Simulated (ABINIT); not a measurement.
The system is As.

```
As
1.0
     2.70368    0.00000    0.00000
     0.00000    2.70368    0.00000
     0.00000    0.00000    2.70368
As
1
Direct
  0.50000 0.50000 0.50000
```

This isn't the form of As at room conditions, which is rhombohedral.

Base run:

* Program: ABINIT 10.8.3 (patched build)
* Functional: PBEsol
* Potentials or basis: PseudoDojo NC SR PBEsol v0.4.1 standard
* Cutoff: 1034 eV
* k mesh: 8 × 8 × 8
* Occupations: fermi-dirac, width 0.05 eV
* Spin: no spin polarisation

Its results: pressure -2.4 GPa.

Q: The run is repeated on the same cell with these changes: k mesh from 8 × 8 × 8 to 12 × 12 × 12, shifted. What comes out?

A: Pressure -2.9 GPa.

Not every run made on this cell is shown here.
